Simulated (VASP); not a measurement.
# CdSe (P6_3mc) in VASP: notebook

Runs on CdSe. Level: PBEsol. Tasks: single point.

All numbers are computed with VASP 6.6.1; they aren't measurements. Logs are shortened: lines on timing, memory, paths and dates and some standing lists are left out, and cuts for length are marked.

**Experimental background.**

From a printed reference work, data compilation, for a bulk crystal of CdSe at 2 K: band gap 1.841 eV.

The results are compared with them further down.

### Step 1. The cell of the first run

It takes space group P6_3mc (No. 186, hexagonal). The conventional cell has a = 4.279 Å, b = 4.279 Å, c = 6.987 Å, α = 90.00°, β = 90.00°, γ = 120.00°. Within 3.5 Å of Cd (site symmetry 3m) lie 4 Se at 2.62 Å. Within 3.5 Å of Se (site symmetry 3m) lie 4 Cd at 2.62 Å.

### Step 2. Single point, PBEsol

Input file INCAR:

```
SYSTEM = CdSe
ALGO = Normal
EDIFF = 1E-6
ENCUT = 520
GGA = PS
ISIF = 2
ISMEAR = 0
LASPH = .True.
LCHARG = .False.
LREAL = .False.
LWAVE = .False.
NBANDS = 26
NELM = 60
PREC = Accurate
SIGMA = 0.01
```

Input file KPOINTS:

```
k-points
0
Gamma
  6 6 4
  0 0 0
```

Input file POSCAR:

```
CdSe
1.0
    4.2794780878      0.0000000000      0.0000000000
   -2.1397390439      3.7061367389      0.0000000000
    0.0000000000      0.0000000000      6.9874352506
Cd Se
2 2
Direct
    0.3333333333      0.6666666667      0.0047329819
    0.6666666667      0.3333333333      0.5047329819
    0.3333333333      0.6666666667      0.3802670181
    0.6666666667      0.3333333333      0.8802670181
```

Potentials or basis: VASP PAW PBE potentials, release 64 (Cd, Se).

On the command line:

```sh
cat potpaw_PBE.64/Cd/POTCAR potpaw_PBE.64/Se/POTCAR > POTCAR
mpirun -np 1 vasp_std > vasp.out
```

OUTCAR:

```text
SYSTEM = CdSe
   EDIFF = 1E-6
   ENCUT = 520
   GGA = PS
   ISIF = 2
   ISMEAR = 0
   LASPH = .True.
   LREAL = .False.
   NELM = 60
   PREC = Accurate

 ion  position               nearest neighbor table
   1  0.333  0.667  0.005-   4 2.62   4 2.62   4 2.62   3 2.62
   2  0.667  0.333  0.505-   3 2.62   3 2.62   3 2.62   4 2.62
   3  0.333  0.667  0.380-   2 2.62   2 2.62   2 2.62   1 2.62
   4  0.667  0.333  0.880-   1 2.62   1 2.62   1 2.62   2 2.62

  LATTYP: Found a hexagonal cell.
 ALAT       =     4.2794780878
 C/A-ratio  =     1.6327774339

  Lattice vectors:

 A1 = (   4.2794780878,   0.0000000000,   0.0000000000)
 A2 = (  -2.1397390439,   3.7061367389,   0.0000000000)
 A3 = (   0.0000000000,   0.0000000000,   6.9874352506)

Analysis of symmetry for initial positions (statically):
=====================================================================
 Subroutine PRICEL returns:
 Original cell was already a primitive cell.

 Routine SETGRP: Setting up the symmetry group for a
 hexagonal supercell.

 Subroutine GETGRP returns: Found 12 space group operations
 (whereof  6 operations were pure point group operations)
 out of a pool of 24 trial point group operations.

The static configuration has the point symmetry C_3v.
 The point group associated with its full space group is C_6v.

Analysis of symmetry for dynamics (positions and initial velocities):
=====================================================================
 Subroutine PRICEL returns:
 Original cell was already a primitive cell.

 Routine SETGRP: Setting up the symmetry group for a
 hexagonal supercell.

 Subroutine GETGRP returns: Found 12 space group operations
 (whereof  6 operations were pure point group operations)
 out of a pool of 24 trial point group operations.

The dynamic configuration has the point symmetry C_3v.
 The point group associated with its full space group is C_6v.

 Subroutine INISYM returns: Found 12 space group operations
 (whereof  6 operations are pure point group operations),
 and found     1 'primitive' translations

----------------------------------------------------------------------------------------

                                     Primitive cell

  volume of cell :     110.8230

  direct lattice vectors                    reciprocal lattice vectors
     4.279478088  0.000000000  0.000000000     0.233673354  0.134911374  0.000000000
    -2.139739044  3.706136739  0.000000000     0.000000000  0.269822748  0.000000000
     0.000000000  0.000000000  6.987435251     0.000000000  0.000000000  0.143114027

  length of vectors
     4.279478088  4.279478088  6.987435251     0.269822748  0.269822748  0.143114027

  position of ions in fractional coordinates (direct lattice)
     0.333333333  0.666666667  0.004732982
     0.666666667  0.333333333  0.504732982
     0.333333333  0.666666667  0.380267018
     0.666666667  0.333333333  0.880267018

  ion indices of the primitive-cell ions
   primitive index   ion index
                 1           1
                 2           2
                 3           3
                 4           4

----------------------------------------------------------------------------------------

 KPOINTS: k-points

Automatic generation of k-mesh.
 Grid dimensions read from file:
 generate k-points for:    6    6    4

 Generating k-lattice:

  Cartesian coordinates                     Fractional coordinates (reciprocal lattice)
     0.038945559  0.022485229  0.000000000     0.166666667  0.000000000  0.000000000
     0.000000000  0.044970458  0.000000000     0.000000000  0.166666667  0.000000000
     0.000000000  0.000000000  0.035778507     0.000000000  0.000000000  0.250000000

  Length of vectors
     0.044970458  0.044970458  0.035778507

  Shift w.r.t. Gamma in fractional coordinates (k-lattice)
     0.000000000  0.000000000  0.000000000

 Subroutine IBZKPT returns following result:
 ===========================================

 Found     21 irreducible k-points:

 Following reciprocal coordinates:
            Coordinates               Weight
  0.000000  0.000000  0.000000      1.000000
  0.166667 -0.000000  0.000000      6.000000
  0.333333  0.000000  0.000000      6.000000
  0.500000  0.000000  0.000000      3.000000
  0.166667  0.166667  0.000000      6.000000
  0.333333  0.166667  0.000000     12.000000
[... 13 lines left out ...]
  0.333333  0.166667  0.500000     12.000000
  0.333333  0.333333  0.500000      2.000000
   k-points           NKPTS =     21   k-points in BZ     NKDIM =     21   number of bands    NBANDS=     26
   number of dos      NEDOS =    301   number of ions     NIONS =      4
   total plane-waves  NPLWV =  55296
   dimension x,y,z NGX =    32 NGY =   32 NGZ =   54
   dimension x,y,z NGXF=    64 NGYF=   64 NGZF=  108
   ions per type =               2   2
   NGX,Y,Z   is equivalent  to a cutoff of  12.43, 12.43, 12.85 a.u.
   NGXF,Y,Z  is equivalent  to a cutoff of  24.86, 24.86, 25.70 a.u.
 SYSTEM =  CdSe
   PREC   = accura    normal or accurate (medium, high low for compatibility)
   ISTART =      0    job   : 0-new  1-cont  2-samecut
   ICHARG =      2    charge: 1-file 2-atom 10-const
   ISPIN  =      1    spin polarized calculation?
   LNONCOLLINEAR =      F non collinear calculations
   LSORBIT =      F    spin-orbit coupling
   LASPH  =      T    aspherical Exc in radial PAW
   ENCUT  =  520.0 eV  38.22 Ry    6.18 a.u.   7.96  7.96 12.99*2*pi/ulx,y,z
   NELM   =     60;   NELMIN=  2; NELMDL= -5     # of ELM steps
   EDIFF  = 0.1E-05   stopping-criterion for ELM
   LREAL  =      F    real-space projection
   EDIFFG = 0.1E-04   stopping-criterion for IOM
   NSW    =      0    number of steps for IOM
   IBRION =     -1    ionic relax: 0-MD 1-quasi-New 2-CG
   NFREE  =      0    steps in history (QN), initial steepest desc. (CG)
   ISIF   =      2    stress and relaxation
   ISYM   =      2    0-nonsym 1-usesym 2-fastsym
   POTIM  = 0.5000    time-step for ionic-motion
   TEBEG  =    0.0;   TEEND  =   0.0 temperature during run
   PSTRESS=    0.0 pullay stress
   NELECT =      36.0000    total number of electrons
   NUPDOWN=      -1.0000    fix difference up-down
   EMIN   =  10.00;   EMAX   =-10.00  energy-range for DOS
   EFERMI =   0.00;   METHOD = LEGACY
   ISMEAR =     0;   SIGMA  =   0.01  broadening in eV -4-tet -1-fermi 0-gaus
   EFERMI_NEDOS =   21; number of points for ismear=-14 and -15
   IALGO  =     38    algorithm
   IMIX   =      4    mixing-type and parameters
     AMIX     =   0.40;   BMIX     =  1.00
     AMIX_MAG =   1.60;   BMIX_MAG =  1.00
  volume/ion in A,a.u.               =      27.71       186.97
  Fermi-wavevector in a.u.,A,eV,Ry     =   1.125379  2.126659 17.231492  1.266479
  Thomas-Fermi vector in A             =   2.262056
   LORBIT       =      0    0 simple, 1 ext, 2 COOP (PROOUT), +10 PAW based schemes
   GGA     = PS    functional components
   LHFCALC =     F    Hartree Fock is set to
   AEXX    =    0.0000 exact exchange contribution
   IVDW    =     0    specifies the selected vdW correction
   LEPSILON=     F    determine dielectric tensor
   LRPA    =     F    only Hartree local field effects (RPA)
 non-spin polarized calculation
 Gauss-broadening in eV      SIGMA  =   0.01
  energy-cutoff  :      520.00
  volume of cell :      110.82
 maximum number of plane-waves:      3012
 NGX is ok and might be reduce to    32
   NGX = 15   NGY = 15   NGZ = 25

 number of electron      35.9999999 magnetization

 Free energy of the ion-electron system (eV)
  ---------------------------------------------------
  ext. energy  EPLUGINS =         0.00000000
  ---------------------------------------------------
  free energy    TOTEN  =       -12.33851485 eV

  energy without entropy =      -12.33851485  energy(sigma->0) =      -12.33851485

 E-fermi :   1.0502     XC(G=0):  -9.1601

 val. band max:        0.9418790175   @ k =   0.0000   0.0000   0.0000
 cond. band min:       1.5118943064   @ k =   0.0000   0.0000   0.0000
 fundamental gap:      0.5700152889
 Fermi energy:         1.0502071679

 k-point     1 :       0.0000    0.0000    0.0000
  band No.  band energies     occupation
      1     -11.7779      2.00000
      2     -11.3786      2.00000
      3      -7.0229      2.00000
      4      -7.0146      2.00000
      5      -7.0146      2.00000
      6      -6.9430      2.00000
[... 18 lines left out ...]
     25       7.9073      0.00000
     26       8.5760      0.00000

 k-point     2 :       0.1667   -0.0000    0.0000
  band No.  band energies     occupation
      1     -11.6906      2.00000
      2     -11.3395      2.00000
      3      -6.9957      2.00000
      4      -6.9843      2.00000
      5      -6.9511      2.00000
      6      -6.9029      2.00000
[... 18 lines left out ...]
     25       8.1093      0.00000
     26       8.5492      0.00000

 k-point     3 :       0.3333    0.0000    0.0000
  band No.  band energies     occupation
      1     -11.5001      2.00000
      2     -11.2736      2.00000
      3      -6.9496      2.00000
      4      -6.9370      2.00000
      5      -6.8304      2.00000
      6      -6.8139      2.00000
[... 18 lines left out ...]
     25       8.6779      0.00000
     26       9.1470      0.00000

 k-point     4 :       0.5000    0.0000    0.0000
  band No.  band energies     occupation
      1     -11.3855      2.00000
      2     -11.2583      2.00000
      3      -6.9347      2.00000
      4      -6.9216      2.00000
      5      -6.7735      2.00000
      6      -6.7579      2.00000
[... 18 lines left out ...]
     25       8.8059      0.00000
     26      10.5788      0.00000
[... 409 lines left out ...]
      1     -11.4140      2.00000
      2     -11.4140      2.00000
      3      -6.9121      2.00000
      4      -6.9121      2.00000
      5      -6.8895      2.00000
      6      -6.8895      2.00000
[... 18 lines left out ...]
     25       8.3850      0.00000
     26       8.3850      0.00000

 k-point    20 :       0.3333    0.1667    0.5000
  band No.  band energies     occupation
      1     -11.3152      2.00000
      2     -11.3152      2.00000
      3      -6.8866      2.00000
      4      -6.8866      2.00000
      5      -6.8513      2.00000
      6      -6.8513      2.00000
[... 18 lines left out ...]
     25       8.8650      0.00000
     26       8.8650      0.00000

 k-point    21 :       0.3333    0.3333    0.5000
  band No.  band energies     occupation
      1     -11.2831      2.00000
      2     -11.2831      2.00000
      3      -6.8624      2.00000
      4      -6.8624      2.00000
      5      -6.8510      2.00000
      6      -6.8510      2.00000
[... 18 lines left out ...]
     25       9.7106      0.00000
     26       9.7123      0.00000

------------------------ aborting loop because EDIFF is reached ----------------------------------------

  FORCE on cell =-STRESS in cart. coord.  units (eV):
  Direction    XX          YY          ZZ          XY          YZ          ZX
  --------------------------------------------------------------------------------------
  -------------------------------------------------------------------------------------
  Total        0.8268764      0.8268764      0.8075387      0.0000000      0.0000000      0.0000000
  in kB       11.9542175     11.9542175     11.6746505      0.0000000      0.0000000      0.0000000
  external PRESSURE =      11.8610285 kB  Pullay stress =       0.0000000 kB

 VOLUME and BASIS-vectors are now :
 -----------------------------------------------------------------------------
  energy-cutoff  :      520.00
  volume of cell :      110.82
      direct lattice vectors                 reciprocal lattice vectors
     4.279478088  0.000000000  0.000000000     0.233673354  0.134911374  0.000000000
    -2.139739044  3.706136739  0.000000000     0.000000000  0.269822748  0.000000000
     0.000000000  0.000000000  6.987435251     0.000000000  0.000000000  0.143114027

 POSITION                                       TOTAL-FORCE (eV/Angst)
 -----------------------------------------------------------------------------------
     -0.00000      2.47076      0.03307        -0.000000      0.000000      0.001439
      2.13974      1.23538      3.52679         0.000000     -0.000000      0.001439
     -0.00000      2.47076      2.65709         0.000000     -0.000000     -0.001439
      2.13974      1.23538      6.15081        -0.000000     -0.000000     -0.001439
 -----------------------------------------------------------------------------------
    total drift:                               -0.000000     -0.000000      0.000021

  FREE ENERGIE OF THE ION-ELECTRON SYSTEM (eV)
  ---------------------------------------------------
  free  energy   TOTEN  =       -12.3385148496 eV

  energy  without entropy=      -12.3385148496  energy(sigma->0) =      -12.33851485
```

Run time: 44 s. Hardware: 1 thread of Intel Xeon Platinum 8488C (Sapphire Rapids), shared host; peak memory 0.24 GiB.

Results:

```
Free energy            : -12.3385 eV
Pressure               : 1.2 GPa
Band gap on the k mesh : 0.57 eV
```

Caveat: semilocal functionals underestimate gaps, and a narrow one can read as zero; the PAW data sets were made with another functional, which shifts forces and pressure a little. PBEsol gaps usually lie below the measured ones, often by a third to a half.

### Step 3. Single point, PBEsol

This run uses another cell than the first one, of 28.13 Å³/atom.

Input file INCAR:

```
SYSTEM = CdSe
PREC = Accurate
ENCUT = 520
EDIFF = 1E-7
ISMEAR = 0
SIGMA = 0.01
LREAL = .FALSE.
LASPH = .TRUE.
NELM = 60
ALGO = Normal
ISIF = 2
LWAVE = .FALSE.
LCHARG = .FALSE.
GGA = PS
NBANDS = 26
```

Input file KPOINTS:

```
Automatic mesh
0
G
  6 6 4
  0 0 0
```

Input file POSCAR:

```
CdSe
1.0
    4.3009830028      0.0000000000      0.0000000000
   -2.1504915014      3.7247605417      0.0000000000
    0.0000000000      0.0000000000      7.0225479905
Cd Se
2 2
Direct
    0.3333333333      0.6666666667      0.0047026406
    0.6666666667      0.3333333333      0.5047026406
    0.3333333333      0.6666666667      0.3802973594
    0.6666666667      0.3333333333      0.8802973594
```

Potentials or basis: VASP PAW PBE potentials, release 64 (Cd, Se).

On the command line:

```sh
cat potpaw_PBE.64/Cd/POTCAR potpaw_PBE.64/Se/POTCAR > POTCAR
mpirun -np 1 vasp_std > vasp.out
```

It took 43 s on 1 thread of Intel Xeon Platinum 8488C (Sapphire Rapids), shared host; peak memory 0.24 GiB.

Results (log left out):

```yaml
Free_energy: -12.3466 eV
Pressure: 0.4 GPa
Band_gap_on_the_k_mesh: 0.54 eV
```

Levels at points of the mesh, in eV from the valence-band top:
```
           k point  band 16  band 17  band 18  band 19  band 20  band 21
(0.00, 0.00, 0.00)    -0.05     0.00     0.00     0.54     2.10     5.78
(0.50, 0.00, 0.00)    -1.89    -1.37    -0.77     3.12     3.23     4.66
(0.00, 0.00, 0.50)    -0.41    -0.41    -0.41     2.28     2.28     5.74
(0.50, 0.00, 0.50)    -1.39    -1.37    -1.37     2.82     2.82     4.75
```

Caveat: semilocal functionals underestimate gaps, and a narrow one can read as zero; the PAW data sets were made with another functional, which shifts forces and pressure a little.

(Part 1 of 2 ends here.)
